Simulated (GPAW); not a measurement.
Set up this calculation in GPAW 26.7.0, as an ASE script.

```yaml
Task: band structure
Functional: PBEsol
Potentials_or_basis: PAW data sets generated in the run's folder for this functional
Cutoff: 600 eV
Basis: pw
k_mesh: 4 × 4 × 3
Occupations: fermi-dirac, width 0.05 eV
Spin: no spin polarisation
Maxiter: 150
Band_path: GMKGALHA,LM,KH
Band_points: 80
```

The system is TaSi2.

```
Ta Si
1.0
     4.78000    0.00000    0.00000
    -2.39000    4.13960    0.00000
     0.00000    0.00000    6.56400
Ta Si
3 6
Direct
  0.00000 0.50000 0.16667
  0.50000 0.50000 0.83333
  0.50000 0.00000 0.50000
  0.33330 0.16665 0.16667
  0.16665 0.83335 0.83333
  0.83335 0.66670 0.50000
  0.66670 0.83335 0.16667
  0.83335 0.16665 0.83333
  0.16665 0.33330 0.50000
```

The input as run:

run.py

```python
from ase import Atoms
from ase.dft.bandgap import bandgap
from ase.io import write
from ase.units import GPa
from gpaw import GPAW, PW, setup_paths

setup_paths.insert(0, '.')

atoms = Atoms(['Ta', 'Ta', 'Ta', 'Si', 'Si', 'Si', 'Si', 'Si', 'Si'],
              cell=[[4.78, 0.0, 0.0],
                    [-2.39, 4.1396014301, 0.0],
                    [0.0, 0.0, 6.564]],
              scaled_positions=[[0.0, 0.5, 0.1666666667],
                                [0.5, 0.5, 0.8333333333],
                                [0.5, 0.0, 0.5],
                                [0.3333, 0.16665, 0.1666666667],
                                [0.16665, 0.83335, 0.8333333333],
                                [0.83335, 0.6667, 0.5],
                                [0.6667, 0.83335, 0.1666666667],
                                [0.83335, 0.16665, 0.8333333333],
                                [0.16665, 0.3333, 0.5]],
              pbc=True)

calc = GPAW(mode=PW(600),
            xc='PBEsol',
            kpts={'size': (4, 4, 3), 'gamma': True},
            occupations={'name': 'fermi-dirac', 'width': 0.05},
            nbands=57,
            convergence={'density': 1e-05, 'energy': 1e-05},
            maxiter=150,
            txt='gpaw.txt')
atoms.calc = calc
energy = atoms.get_potential_energy()
forces = atoms.get_forces()
stress = atoms.get_stress()
calc.write('gs.gpw')
write('result.traj', atoms)
print(f'Energy: {energy:.6f} eV')
print('Forces (eV/A):')
print(forces.round(4))
print('Stress (GPa):', (stress / GPa).round(3))
print('Fermi level:', round(calc.get_fermi_level(), 4), 'eV')
print(f'Gap: {bandgap(calc)[0]:.4f} eV, direct: {bandgap(calc, direct=True)[0]:.4f} eV')

path = atoms.cell.bandpath('GMKGALHA,LM,KH', npoints=80, eps=1e-4)
bs_calc = calc.fixed_density(kpts=path, symmetry='off', nbands=84,
                             convergence={'bands': 'CBM+6.0', 'eigenstates': 1e-6}, txt='bands.txt')
bs = bs_calc.band_structure()
bs.write('bs.json')
print(f'Gap on the path: {bandgap(bs_calc)[0]:.4f} eV')
```

Potentials or basis: PAW data sets generated in the run's folder for this functional, pw.

Launch:

```bash
$ gpaw-setup -f PBEsol Si Ta
$ OMP_NUM_THREADS=1 python run.py
```

It gave:

* Pressure: -0.4 GPa
* Largest force: 0.791 eV/Å
* Band gap along the path: none (metal or under the smearing width)

Caveat: the k mesh is coarse (spacing up to 0.38 Å⁻¹), so the values aren't converged; spin-orbit coupling is left out, which moves the levels of the heavy elements; the cell's inner coordinates are idealised or old, which leaves forces on the atoms.

It took 6.4 min on 1 thread of Arm Neoverse V2 (shared host), peak memory 0.91 GiB.
